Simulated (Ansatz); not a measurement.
# Al2O3: the cost of one run

Program: Ansatz 0.2.0. Level of theory: DFT PBEsol, scalar-relativistic, plane waves, PAW. These are calculated values, not measurements.

## (1) The starting structure

The structure is trigonal, space group R-3c (No. 167). Conventional cell: a = 4.805 Å, b = 4.805 Å, c = 13.116 Å, α = 90.00°, β = 90.00°, γ = 120.00°. Al (site symmetry 3) has 6 O at 1.87 to 1.99 Å as nearest neighbours. O (site symmetry 2) is surrounded by 4 Al at 1.87 to 1.99 Å.

Structure file:

```
CELL_PARAMETERS angstrom
2.40251 1.38709 4.37208
-2.40251 1.38709 4.37208
0.00000 -2.77418 4.37208
ATOMIC_POSITIONS crystal
Al 0.14790 0.14790 0.14790
Al 0.35210 0.35210 0.35210
Al 0.64790 0.64790 0.64790
Al 0.85210 0.85210 0.85210
O 0.94385 0.55615 0.25000
O 0.44385 0.75000 0.05615
O 0.55615 0.25000 0.94385
O 0.25000 0.94385 0.55615
O 0.75000 0.05615 0.44385
O 0.05615 0.44385 0.75000
```

The structure comes from the Materials Project (structure only).

(A quick probe on a coarse mesh, which set the mesh and smearing, is not shown.)

## (3) The relaxation

input.yaml reads:

```yaml
crystal:
  lattice:
    - [2.4025136104, 1.3870918797, 4.3720844159]
    - [-2.4025136104, 1.3870918797, 4.3720844159]
    - [0.0, -2.7741837594, 4.3720844159]
  atoms:
    - { symbol: Al, position: [0.147904, 0.147904, 0.147904] }
    - { symbol: Al, position: [0.352096, 0.352096, 0.352096] }
    - { symbol: Al, position: [0.647904, 0.647904, 0.647904] }
    - { symbol: Al, position: [0.852096, 0.852096, 0.852096] }
    - { symbol: O, position: [0.9438545, 0.5561455, 0.25] }
    - { symbol: O, position: [0.4438545, 0.75, 0.0561455] }
    - { symbol: O, position: [0.5561455, 0.25, 0.9438545] }
    - { symbol: O, position: [0.25, 0.9438545, 0.5561455] }
    - { symbol: O, position: [0.75, 0.0561455, 0.4438545] }
    - { symbol: O, position: [0.0561455, 0.4438545, 0.75] }
basis:
  ecutwfc: 420
kpoints:
  mp_grid: { grid: [6, 6, 6] }
hamiltonian:
  xc: pbesol
scf:
  occupations: { method: gaussian, width: 0.02 }
output:
  forces: true
  stress: true
  eigenvalues: true
relax:
  adjacent_minimum: "off"
  f_tol: 0.005
  max_steps: 80
  cell: { stress_tol: 0.05 }
```

Launch:

```
> ansatz run input.yaml --threads 4 --pin off --max-ram 10240MiB --backend cpu --events-out ev --progress --plain --runs-dir out
```

Q: Estimate wall time and peak memory on 4 threads of Arm Neoverse N1, shared host.

About 25 s, with a peak of 0.43 GiB.
